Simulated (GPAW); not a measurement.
# SiO2 (P6_222) in GPAW: reference runs

Aim: a first look at SiO2 with PBE, on the cell as given.

All numbers are computed with GPAW 26.7.0; they aren't measurements. Logs are shortened: lines on timing, memory, paths and dates and some standing lists are left out, and cuts for length are marked. The log counts tension as positive stress, the text compression.

### Step 1. The crystal as given

It takes space group P6_222 (No. 180, hexagonal). The conventional cell has a = 5.061 Å, b = 5.061 Å, c = 5.541 Å, α = 90.00°, β = 90.00°, γ = 120.00°. Si (site symmetry 222) has 4 O at 1.61 Å as nearest neighbours. O (site symmetry 2) is surrounded by 2 Si at 1.61 Å.

The cell comes from a database or a generator and needn't be the stable form of this composition.

### Step 2. Single point, PBE

Input file run.py:

```python
from ase import Atoms
from ase.dft.bandgap import bandgap
from ase.io import write
from ase.units import GPa
from gpaw import GPAW, PW

atoms = Atoms(['Si', 'Si', 'Si', 'O', 'O', 'O', 'O', 'O', 'O'],
              cell=[[5.0610887587, 0.0, 0.0],
                    [-2.5305443793, 4.3830314358, 0.0],
                    [0.0, 0.0, 5.54050141]],
              scaled_positions=[[0.5, 0.0, 0.0],
                                [0.5, 0.5, 0.3333333333],
                                [0.0, 0.5, 0.6666666667],
                                [0.41725657, 0.208628285, 0.1666666667],
                                [0.791371715, 0.208628285, 0.8333333333],
                                [0.208628285, 0.41725657, 0.5],
                                [0.58274343, 0.791371715, 0.1666666667],
                                [0.208628285, 0.791371715, 0.8333333333],
                                [0.791371715, 0.58274343, 0.5]],
              pbc=True)

calc = GPAW(mode=PW(800),
            xc='PBE',
            kpts={'size': (6, 6, 5), 'gamma': True},
            occupations={'name': 'fermi-dirac', 'width': 0.05},
            nbands=43,
            convergence={'density': 1e-05, 'energy': 1e-05},
            maxiter=150,
            txt='gpaw.txt')
atoms.calc = calc
energy = atoms.get_potential_energy()
forces = atoms.get_forces()
stress = atoms.get_stress()
calc.write('gs.gpw')
write('result.traj', atoms)
print(f'Energy: {energy:.6f} eV')
print('Forces (eV/A):')
print(forces.round(4))
print('Stress (GPa):', (stress / GPa).round(3))
print('Fermi level:', round(calc.get_fermi_level(), 4), 'eV')
print(f'Gap: {bandgap(calc)[0]:.4f} eV, direct: {bandgap(calc, direct=True)[0]:.4f} eV')
```

Potentials or basis: GPAW PAW data sets (gpaw-data 1.2.1), pw.

Run with:

```
OMP_NUM_THREADS=1 python run.py
```

gpaw.txt:

```text
__  _  _
 | _ |_)|_||  |
 |__||  | ||/\| - 26.7.0

Input parameters:
  mode=PW(ecut=800.0),
  convergence={'density': 1e-05, 'energy': 1e-05},
  kpts=MonkhorstPack(size=(6, 6, 5), gamma=True),
  maxiter=150,
  nbands=43,
  occupations=Occupations(name='fermi-dirac', width=0.05),
  xc=XC(name='PBE')

Diagonalizing LCAO Hamiltonian
Converting LCAO to pw mode

          O

         Si        O
           O      O
               Si
               O
               O

                Si

Atoms  # Å, Bohr magnetons
|   | symbol |         x |        y |        z |    initial magnetic moments |
|---|--------|-----------|----------|----------|-----------------------------|
| 0 |     Si |  2.530544 | 0.000000 | 0.000000 | ( 0.0000,  0.0000,  0.0000) |
| 1 |     Si |  1.265272 | 2.191516 | 1.846834 | ( 0.0000,  0.0000,  0.0000) |
| 2 |     Si | -1.265272 | 2.191516 | 3.693668 | ( 0.0000,  0.0000,  0.0000) |
| 3 |      O |  1.583829 | 0.914424 | 0.923417 | ( 0.0000,  0.0000,  0.0000) |
| 4 |      O |  3.477259 | 0.914424 | 4.617085 | ( 0.0000,  0.0000,  0.0000) |
| 5 |      O |  0.000000 | 1.828849 | 2.770251 | ( 0.0000,  0.0000,  0.0000) |
| 6 |      O |  0.946715 | 3.468607 | 0.923417 | ( 0.0000,  0.0000,  0.0000) |
| 7 |      O | -0.946715 | 3.468607 | 4.617085 | ( 0.0000,  0.0000,  0.0000) |
| 8 |      O |  2.530544 | 2.554183 | 2.770251 | ( 0.0000,  0.0000,  0.0000) |

Unit cell  # Å
| periodic |         x |        y |        z |  lengths |     angles |
|----------|-----------|----------|----------|----------|------------|
|      yes |  5.061089 | 0.000000 | 0.000000 | 5.061089 |  90.000000 |
|      yes | -2.530544 | 4.383031 | 0.000000 | 5.061089 |  90.000000 |
|      yes |  0.000000 | 0.000000 | 5.540501 | 5.540501 | 120.000000 |

Number of symmetries: 4
Symmetry operations  # r_c * U_cc + t_c -> r_c
|   | kind |            matrix            |
|---|------|------------------------------|
| 0 |  E   |  1, 0, 0,  0, 1, 0,  0, 0, 1 |
| 1 |  C2  |  1, 0, 0, -1,-1, 0,  0, 0,-1 |
| 2 |  C2  | -1, 0, 0,  1, 1, 0,  0, 0,-1 |
| 3 |  C2  | -1, 0, 0,  0,-1, 0,  0, 0, 1 |

BZ-sampling:
  Number of BZ points: 180
  Number of IBZ points: 39

  Monkhorst-Pack size: [6, 6, 5]
  Monkhorst-Pack shift: [0.08333333333333333, 0.08333333333333333, 0.0]

K-points  # in reciprocal-cell coordinates
|     |                                coordinates |     weight |
|-----|--------------------------------------------|------------|
|   0 | (  0.00000000,   0.00000000,   0.00000000) | 0.00555556 |
|   1 | (  0.00000000,   0.00000000,   0.20000000) | 0.01111111 |
|   2 | (  0.00000000,   0.00000000,   0.40000000) | 0.01111111 |
|   3 | (  0.00000000,   0.16666667,   0.00000000) | 0.01111111 |
|   4 | (  0.00000000,   0.16666667,   0.20000000) | 0.02222222 |
|   5 | (  0.00000000,   0.16666667,   0.40000000) | 0.02222222 |
|   6 | (  0.00000000,   0.33333333,   0.00000000) | 0.01111111 |
|   7 | (  0.00000000,   0.33333333,   0.20000000) | 0.02222222 |
|   8 | (  0.00000000,   0.33333333,   0.40000000) | 0.02222222 |
|   9 | (  0.00000000,   0.50000000,   0.00000000) | 0.00555556 |
| ... |                                            |            |
|  38 | (  0.50000000,   0.50000000,   0.40000000) | 0.02222222 |

Plane wave coefficients: 6367
Cutoff: 800.0 eV

Spin-components: 1 (collinear spins)
Bands:           43
Projectors:      45
Spin-degeneracy: 2
Datatype:        complex128

Parallelization:
  kpt:    1
  domain: 1
  band:   1

Density:
  Valence electrons: 48.0
  Components: 1
  Grid points: [35 35 40]
  Charge: 0.0  # |e|

Potential:
  Grid points: [35 35 40]

species:
  Si:
    name:    Silicon
    Z:       14.0
    valence: 4
    core:    10
    charge:  0.0  # [|e|]
    compensation charges:
      type: gauss
      rc: 0.33  # [Å]
      lmax: 2
    cutoffs:
      filter: 1.86  # [Å]
      core: 2.06  # [Å]
    projectors
    | kind |    occ | energy [eV] | rcut [Å] |
    |------|--------|-------------|----------|
    |   3s |  2.000 |     -10.812 |    1.058 |
    |   3p |  2.000 |      -4.081 |    1.058 |
    |    s |        |      16.399 |    1.058 |
    |    p |        |      23.130 |    1.058 |
    |    d |        |       0.000 |    1.058 |

    Using partial waves for Si as LCAO basis

  O:
    name:    Oxygen
    Z:       8.0
    valence: 6
    core:    2
    charge:  0.0  # [|e|]
    compensation charges:
      type: gauss
      rc: 0.21  # [Å]
      lmax: 2
    cutoffs:
      filter: 1.17  # [Å]
      core: 0.83  # [Å]
    projectors
    | kind |    occ | energy [eV] | rcut [Å] |
    |------|--------|-------------|----------|
    |   2s |  2.000 |     -23.961 |    0.688 |
    |   2p |  4.000 |      -9.029 |    0.598 |
    |    s |        |       3.251 |    0.688 |
    |    p |        |      18.182 |    0.598 |
    |    d |        |       0.000 |    0.619 |

    Using partial waves for O as LCAO basis

Reference energy: -35904.146557  # eV

eigensolver:
  PPCG
  Converge bands: occupied
  niter=2

density mixing:
  MSR1-Mixer
  Pratt-step length: 0.05
  Maximum mixing coefficient: 0.75
  Old densities: 10
  SVD Regularization: 0.005
  Good broyden scale: 1.0
  Trust region scale: 1.0
  Backstep threshold: 4.0
  History deletion threshold: 6.0
  Fourier metric: weight=20.0, sigma=0.015

occupation numbers:
  Fermi-Dirac:
    width: 0.0500  # eV

poisson solver:
  ecut: 6400.0  # eV

xc functional:
  name: PBE with 2 nearest neighbor stencil

convergence criteria:
[... 6 lines left out ...]
|iter     | |      energy | eigst |  dens |
|---------|-|-------------|-------|-------|
|iter:   1| |  -79.898206 | +0.62 |       |
|iter:   2| |  -78.007375 | -1.38 | -0.68 |
|iter:   3| |  -71.366942 | -0.64 | -0.73 |
|iter:   4| |  -71.486056 | -2.72 | -1.37 |
|iter:   5| |  -71.535943 | -3.35 | -1.67 |
|iter:   6| |  -71.536294 | -4.96 | -2.81 |
|iter:   7| |  -71.536326c| -6.36 | -3.32 |
|iter:   8| |  -71.536327c| -7.11 | -3.99 |
|iter:   9| |  -71.536327c| -8.04c| -4.41 |
|iter:  10| |  -71.536327c| -8.36c| -5.06c|

Converged in 10 steps
Energy contributions relative to reference atoms: (reference = -35904.146557)

Energy contributions:
  Kinetic:          91.864335
  Coulomb:         -84.980783
  Zero:              1.244489
  External:          0.000000
  Xc:              -79.664368
  Entropy:          -0.000000
  Spinorbit:         0.000000
  ----------------------------
  Free energy:     -71.536327
  Extrapolated:    -71.536327

dipole moment: (-5.387758, -9.332014, -11.796410)  # |e|*Ang

Fermi level: 1.909
Eigenvalues  # (at kpt = [0.000, 0.000, 0.000])
| band index |      eig [eV] | occ [0-2] |
|------------|---------------|-----------|
|          0 |       -18.608 |     2.000 |
|        ... |               |           |
|         16 |        -0.933 |     2.000 |
|         17 |        -0.925 |     2.000 |
|         18 |        -0.925 |     2.000 |
|         19 |        -0.195 |     2.000 |
|         20 |        -0.195 |     2.000 |
|         21 |         0.338 |     2.000 |
[... 8 lines left out ...]
|         30 |        11.920 |     0.000 |
|         31 |        12.964 |     0.000 |
|        ... |               |           |
|         42 |        16.549 |     0.000 |

Gap: 5.748 eV
Transition (v -> c):
  (s=0, k=2, n=23, [0.00, 0.00, 0.40]) -> (s=0, k=0, n=24, [0.00, 0.00, 0.00])
Direct/indirect transitions are different
Direct gap: 5.946 eV
Transition at: (s=0, k=0, n=23, [0.00, 0.00, 0.00])

Forces  # eV/Ang
|        x |        y |        z |
|----------|----------|----------|
|  0.00000 |  0.00000 |  0.00000 |  # Si   0
|  0.00000 |  0.00000 |  0.00034 |  # Si   1
|  0.00000 |  0.00000 | -0.00034 |  # Si   2
| -0.37748 | -0.21728 |  0.00035 |  # O    3
|  0.37748 | -0.21728 | -0.00035 |  # O    4
| -0.00000 | -0.43606 |  0.00000 |  # O    5
|  0.37748 |  0.21728 |  0.00035 |  # O    6
| -0.37748 |  0.21728 | -0.00035 |  # O    7
|  0.00000 |  0.43606 |  0.00000 |  # O    8

Stress tensor  # eV/Ang^3
|         x |         y |         z |
|-----------|-----------|-----------|
| -0.052353 |  0.000000 |  0.000000 |
|  0.000000 | -0.052353 |  0.000000 |
|  0.000000 |  0.000000 | -0.051598 |

# Writing to gs.gpw (mode='')
```

It took 3.1 min on 1 thread of Arm Neoverse V2, shared host; peak memory 0.45 GiB.

What came out:

* Free energy: -71.5363 eV
* Pressure: 8.3 GPa
* Largest force: 0.436 eV/Å
* Band gap on the k mesh: 5.75 eV, indirect (least direct gap 5.95 eV)

Forces in eV/Å, atoms in the order of the input:
```
Si   0.000  0.000  0.000
Si   0.000  0.000  0.000
Si   0.000  0.000  0.000
O   -0.377 -0.217  0.000
O    0.377 -0.217  0.000
O    0.000 -0.436  0.000
O    0.377  0.217  0.000
O   -0.377  0.217  0.000
O    0.000  0.436  0.000
```

Caveat: an odd mesh through Γ misses points on the zone boundary, where band edges often lie.
